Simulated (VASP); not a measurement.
# CdSe (Cadmoselite): equation of state with PBE

Crystal: CdSe (Cadmoselite).

```xyz
4
Lattice="4.3000 0.0000 0.0000 -2.1500 3.7239 0.0000 0.0000 0.0000 7.0200" Properties=species:S:1:pos:R:3 pbc="T T T"
Cd    2.1500    1.2413    3.5100
Cd    0.0000    2.4826    0.0000
Se    2.1500    1.2413    6.2127
Se    0.0000    2.4826    2.7027
```

```json
{"Program": "VASP 6.6.1", "Task": "equation of state", "Functional": "PBE", "Potentials or basis": "VASP PAW PBE potentials, release 64 (Cd, Se)", "Cutoff": "520 eV", "k mesh": "7 × 7 × 4", "Occupations": "fermi-dirac, width 0.05 eV", "Spin": "no spin polarisation", "Further INCAR settings": "ALGO = Normal; EDIFF = 1e-07; NBANDS = 26"}
```

* Equilibrium volume: 29.98 Å³/atom (rough: see the caveat)
* Bulk modulus at fixed shape and positions: 44 GPa (rough)

Energy against volume, from the lowest point:
```csv
volume (Å³/atom),energy (meV/atom)
26.416,74.47
26.978,50.72
27.540,32.16
28.102,18.27
28.665,8.55
29.227,2.59
29.789,0.00
```

All runs of the series together: 7.1 min on 1 thread of Intel(R) Xeon(R) Platinum 8488C (Sapphire Rapids), with other jobs on the host.

Caveat: the minimum lies outside the volumes run; the cell was scaled at fixed shape and fractional positions, which overstates the stiffness of a crystal with free parameters, most of all of layers and chains.
